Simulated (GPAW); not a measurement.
# InSe (R3m) in GPAW: notebook, part 3 of 3

GPAW 26.7.0. The steps go on from the part before.

## 6. Dielectric tensor, PBE

The input, run.py:

```python
import numpy as np
from ase.dft.bandgap import bandgap
from ase.io import read, write
from gpaw import GPAW, PW
from gpaw.response.df import DielectricFunction

atoms = read('InSe.xyz')

calc = GPAW(mode=PW(450),
            xc='PBE',
            kpts={'size': (6, 6, 6), 'gamma': True},
            occupations={'name': 'fermi-dirac', 'width': 0.001},
            nbands=32,
            convergence={'density': 1e-06},
            maxiter=150,
            txt='gpaw.txt')
atoms.calc = calc
energy = atoms.get_potential_energy()
calc.write('gs.gpw')
write('result.traj', atoms)
print(f'Energy: {energy:.6f} eV')
print('Fermi level:', round(calc.get_fermi_level(), 4), 'eV')
print(f'Gap: {bandgap(calc)[0]:.4f} eV, direct: {bandgap(calc, direct=True)[0]:.4f} eV')

for size in [(8, 8, 8)]:
    name = 'x'.join(str(n) for n in size)
    dense = calc.fixed_density(kpts={'size': size, 'gamma': True},
                               nbands=65, convergence={'bands': 59, 'eigenstates': 1e-7},
                               update_fermi_level=True, txt=f'dense-{name}.txt')
    dense.write(f'{name}.gpw', mode='all')
    df = DielectricFunction(f'{name}.gpw', frequencies=np.array([0.0]), hilbert=False, eta=0.001,
                            ecut=80, nbands=59, intraband=False, txt=f'df-{name}.txt')
    for xc in ['RPA']:
        for direction in ['x', 'y', 'z', [0, 1, 1], [1, 0, 1], [1, 1, 0]]:
            e0, e = df.get_macroscopic_dielectric_constant(xc=xc, direction=direction)
            print(f'{name} {xc} {direction}: {e0:.4f} without, {e:.4f} with local fields')
```

The input, InSe.xyz:

```xyz
4
Lattice="2.0000000000 1.1547005384 8.4400000000 -2.0000000000 1.1547005384 8.4400000000 0.0000000000 -2.3094010768 8.4400000000" Properties=species:S:1:pos:R:3 pbc="T T T"
In     0.0000000000      0.0000000000     22.4993520000
In     0.0000000000      0.0000000000      0.0000000000
Se     0.0000000000      0.0000000000      4.3525080000
Se     0.0000000000      0.0000000000      9.7102200000
```

Potentials or basis: GPAW PAW data sets (gpaw-data 1.2.1), pw.

Run with:

```bash
$ OMP_NUM_THREADS=1 python run.py
```

gpaw.txt:

```text
__  _  _
 | _ |_)|_||  |
 |__||  | ||/\| - 26.7.0

Input parameters:
  mode=PW(ecut=450.00000000000006),
  convergence={'density': 1e-06},
  kpts=MonkhorstPack(size=(6, 6, 6), gamma=True),
  maxiter=150,
  nbands=32,
  occupations=Occupations(name='fermi-dirac', width=0.001),
  xc=XC(name='PBE')

Diagonalizing LCAO Hamiltonian
Converting LCAO to pw mode

       In

       Se

       Se

       In

Atoms  # Å, Bohr magnetons
|   | symbol |        x |        y |         z |    initial magnetic moments |
|---|--------|----------|----------|-----------|-----------------------------|
| 0 |     In | 0.000000 | 0.000000 | 22.499352 | ( 0.0000,  0.0000,  0.0000) |
| 1 |     In | 0.000000 | 0.000000 |  0.000000 | ( 0.0000,  0.0000,  0.0000) |
| 2 |     Se | 0.000000 | 0.000000 |  4.352508 | ( 0.0000,  0.0000,  0.0000) |
| 3 |     Se | 0.000000 | 0.000000 |  9.710220 | ( 0.0000,  0.0000,  0.0000) |

Unit cell  # Å
| periodic |         x |         y |        z |  lengths |    angles |
|----------|-----------|-----------|----------|----------|-----------|
|      yes |  2.000000 |  1.154701 | 8.440000 | 8.750253 | 26.425182 |
|      yes | -2.000000 |  1.154701 | 8.440000 | 8.750253 | 26.425182 |
|      yes |  0.000000 | -2.309401 | 8.440000 | 8.750253 | 26.425182 |

Number of symmetries: 6
Symmetry operations  # r_c * U_cc + t_c -> r_c
|   | kind |            matrix            |
|---|------|------------------------------|
| 0 |  E   |  1, 0, 0,  0, 1, 0,  0, 0, 1 |
| 1 |  σ   |  1, 0, 0,  0, 0, 1,  0, 1, 0 |
| 2 |  σ   |  0, 1, 0,  1, 0, 0,  0, 0, 1 |
| 3 |  C3  |  0, 1, 0,  0, 0, 1,  1, 0, 0 |
| 4 |  C3  |  0, 0, 1,  1, 0, 0,  0, 1, 0 |
| 5 |  σ   |  0, 0, 1,  0, 1, 0,  1, 0, 0 |

BZ-sampling:
  Number of BZ points: 216
  Number of IBZ points: 32

  Monkhorst-Pack size: [6, 6, 6]
  Monkhorst-Pack shift: [0.08333333333333333, 0.08333333333333333, 0.08333333333333333]

K-points  # in reciprocal-cell coordinates
|     |                                coordinates |     weight |
|-----|--------------------------------------------|------------|
|   0 | (  0.00000000,   0.00000000,   0.00000000) | 0.00462963 |
|   1 | (  0.16666667,   0.00000000,  -0.16666667) | 0.02777778 |
|   2 | (  0.16666667,   0.00000000,   0.00000000) | 0.02777778 |
|   3 | (  0.16666667,   0.16666667,  -0.16666667) | 0.02777778 |
|   4 | (  0.16666667,   0.16666667,   0.00000000) | 0.02777778 |
|   5 | (  0.16666667,   0.16666667,   0.16666667) | 0.00925926 |
|   6 | (  0.33333333,  -0.16666667,  -0.16666667) | 0.02777778 |
|   7 | (  0.33333333,   0.00000000,  -0.33333333) | 0.02777778 |
|   8 | (  0.33333333,   0.00000000,  -0.16666667) | 0.05555556 |
|   9 | (  0.33333333,   0.00000000,   0.00000000) | 0.02777778 |
| ... |                                            |            |
|  31 | (  0.50000000,   0.50000000,   0.50000000) | 0.00462963 |

Plane wave coefficients: 2553
Cutoff: 450.00000000000006 eV

Spin-components: 1 (collinear spins)
Bands:           32
Projectors:      22
Spin-degeneracy: 2
Datatype:        complex128

Parallelization:
  kpt:    1
  domain: 1
  band:   1

Density:
  Valence electrons: 38.0
  Components: 1
  Grid points: [45 45 45]
  Charge: 0.0  # |e|

Potential:
  Grid points: [45 45 45]

species:
  In:
    name:    Indium
    Z:       49.0
    valence: 13
    core:    36
    charge:  0.0  # [|e|]
    compensation charges:
      type: gauss
      rc: 0.36  # [Å]
      lmax: 2
    cutoffs:
      filter: 2.09  # [Å]
      core: 2.48  # [Å]
    projectors
    | kind |    occ | energy [eV] | rcut [Å] |
    |------|--------|-------------|----------|
    |   5s |  2.000 |      -8.203 |    1.185 |
    |   5p |  1.000 |      -2.521 |    1.244 |
    |   4d | 10.000 |     -18.629 |    1.148 |
    |    s |        |      19.008 |    1.185 |
    |    p |        |      24.691 |    1.244 |
    |    d |        |       8.583 |    1.148 |

    Using partial waves for In as LCAO basis

  Se:
    name:    Selenium
    Z:       34.0
    valence: 6
    core:    28
    charge:  0.0  # [|e|]
    compensation charges:
      type: gauss
      rc: 0.27  # [Å]
      lmax: 2
    cutoffs:
      filter: 1.77  # [Å]
      core: 2.67  # [Å]
    projectors
    | kind |    occ | energy [eV] | rcut [Å] |
    |------|--------|-------------|----------|
    |   4s |  2.000 |     -17.277 |    0.847 |
    |   4p |  4.000 |      -6.512 |    1.005 |
    |    s |        |       9.935 |    0.847 |
    |    p |        |      20.699 |    1.005 |
    |    d |        |       0.000 |    0.847 |

    Using partial waves for Se as LCAO basis

Reference energy: -452157.903581  # eV

eigensolver:
  PPCG
  Converge bands: occupied
  niter=2

density mixing:
  MSR1-Mixer
  Pratt-step length: 0.05
  Maximum mixing coefficient: 0.75
  Old densities: 10
  SVD Regularization: 0.005
  Good broyden scale: 1.0
  Trust region scale: 1.0
  Backstep threshold: 4.0
  History deletion threshold: 6.0
  Fourier metric: weight=20.0, sigma=0.015

occupation numbers:
  Fermi-Dirac:
    width: 0.0010  # eV

poisson solver:
  ecut: 3600.0000000000005  # eV

xc functional:
  name: PBE with 2 nearest neighbor stencil

convergence criteria:
- Maximum integral of absolute [dens]ity change: 1e-06 electrons / valence electron
- Maximum [total energy] change in last 3 cyles: 0.0005 eV / valence electron
- Maximum integral of absolute [eigenst]ate change: 4e-08 eV^2 / valence electron
maximum number of iterations: 150

SCF iterations
|iter     | |      energy | eigst |  dens |
|---------|-|-------------|-------|-------|
|iter:   1| |  -14.826967 | -0.46 |       |
|iter:   2| |  -14.738635 | -2.29 | -1.23 |
|iter:   3| |  -14.507567 | -1.99 | -1.27 |
|iter:   4| |  -14.478856 | -2.91 | -1.67 |
|iter:   5| |  -14.478225 | -3.75 | -2.19 |
|iter:   6| |  -14.477538c| -4.36 | -2.50 |
|iter:   7| |  -14.477568c| -5.47 | -3.26 |
|iter:   8| |  -14.477571c| -6.82 | -3.82 |
|iter:   9| |  -14.477571c| -7.89c| -4.52 |
|iter:  10| |  -14.477571c| -8.05c| -4.84 |
|iter:  11| |  -14.477571c| -8.41c| -5.34 |
|iter:  12| |  -14.477571c| -8.98c| -5.96 |
|iter:  13| |  -14.477571c| -9.59c| -6.30c|

Converged in 13 steps
Energy contributions relative to reference atoms: (reference = -452157.903581)

Energy contributions:
  Kinetic:          46.434919
  Coulomb:         -43.526149
  Zero:              0.326640
  External:          0.000000
  Xc:              -17.712980
  Entropy:          -0.000000
  Spinorbit:         0.000000
  ----------------------------
  Free energy:     -14.477571
  Extrapolated:    -14.477571

dipole moment: (0.000000, -0.000000, -67.840259)  # |e|*Ang

Fermi level: 4.782
Eigenvalues  # (at kpt = [0.000, 0.000, 0.000])
| band index |      eig [eV] | occ [0-2] |
|------------|---------------|-----------|
|          0 |        -9.988 |     2.000 |
|        ... |               |           |
|         11 |        -8.450 |     2.000 |
|         12 |        -1.587 |     2.000 |
|         13 |         1.267 |     2.000 |
|         14 |         3.184 |     2.000 |
|         15 |         3.384 |     2.000 |
|         16 |         3.384 |     2.000 |
[... 8 lines left out ...]
|         25 |        10.168 |     0.000 |
|         26 |        12.260 |     0.000 |
|        ... |               |           |
|         31 |        14.544 |     0.000 |

Gap: 0.435 eV
Transition (v -> c):
  (s=0, k=31, n=18, [0.50, 0.50, 0.50]) -> (s=0, k=31, n=19, [0.50, 0.50, 0.50])
No difference between direct/indirect transitions
# Writing to gs.gpw (mode='')
```

Run time: 16 min. Hardware: 1 thread of AMD EPYC 7B13 (Zen 3), shared host; peak memory 0.84 GiB.

Results:

* Free energy: -14.4776 eV
* Band gap on the k mesh: 0.44 eV, direct
* Electronic dielectric tensor (diagonal): 7.54, 7.54, 11.32

Electronic dielectric tensor:
```
 7.54  0.00  0.00
 0.00  7.54  0.00
 0.00  0.00 11.32
```

Caveat: the gap is small at this level, which inflates the dielectric constant; the long-wavelength limit can be off by a per cent or two; spin-orbit coupling is left out, which moves the levels of the heavy elements; the program warned that so skewed a cell can give wrong results.

## 7. Against experiment

Step 2. Against the measured gap of InSe, 1.25 eV (300 K; “The Interaction of Hydrogen with the van der Waals Crystal γ-InSe”, 2020, pmc:7321205), the calculated 1.24 eV is off by -0.01 eV. Spin-orbit coupling on In, Se is left out. The value is that of TB-mBJ on a finite k mesh, which can miss the band edges, without temperature or zero-point motion.
